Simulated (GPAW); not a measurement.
The system is C.

```
C
1.0
     2.52210    0.00000    0.00000
    -1.26105    2.18420    0.00000
     0.00000    0.00000    8.23710
C
8
Direct
  0.66667 0.33333 0.84375
  0.33333 0.66667 0.34375
  0.66667 0.33333 0.65625
  0.33333 0.66667 0.15625
  0.00000 0.00000 0.90625
  0.00000 0.00000 0.40625
  0.00000 0.00000 0.59375
  0.00000 0.00000 0.09375
```

This is a hexagonal form of diamond, not graphite.

| Quantity | Value |
| --- | --- |
| Program | GPAW 26.7.0 |
| Task | relaxation of cell and atoms |
| Functional | PW91 |
| Potentials or basis | PAW data sets generated in the run's folder for this functional |
| Cutoff | 800 eV |
| Basis | pw |
| k mesh | 7 × 7 × 2 |
| Occupations | fermi-dirac, width 0.05 eV |
| Spin | no spin polarisation |

At the start: pressure 1.4 GPa; volume 5.67 Å³/atom.

Task: Where does the relaxation end?

Result: Over 7 steps the energy falls by 2.6 meV/atom and the volume is 5.69 Å³/atom (+0.3 %); space group P6_3/mmc (No. 194, to 0.05 Å).

The path:
```
step  energy change (eV)  largest force (eV/Å)  pressure (GPa)  volume (Å³)
   1              0.0000                0.3288            1.40        45.38
   2             -0.0095                0.0927            1.25        45.39
   3             -0.0126                0.0382            1.08        45.41
   4             -0.0147                0.0902            0.84        45.43
   5             -0.0190                0.1193            0.27        45.49
   6             -0.0205                0.0646           -0.07        45.52
   7             -0.0208                0.0136           -0.14        45.53
```

Final structure:
```
CELL_PARAMETERS angstrom
2.51661 0.00000 0.00000
-1.25830 2.17945 0.00000
0.00000 0.00000 8.30057
ATOMIC_POSITIONS crystal
C 0.66667 0.33333 0.84452
C 0.33333 0.66667 0.34452
C 0.66667 0.33333 0.65548
C 0.33333 0.66667 0.15548
C 0.00000 0.00000 0.90706
C 0.00000 0.00000 0.40706
C 0.00000 0.00000 0.59294
C 0.00000 0.00000 0.09294
```

Caveat: the k mesh is coarse; later steps reuse the first step's grids.
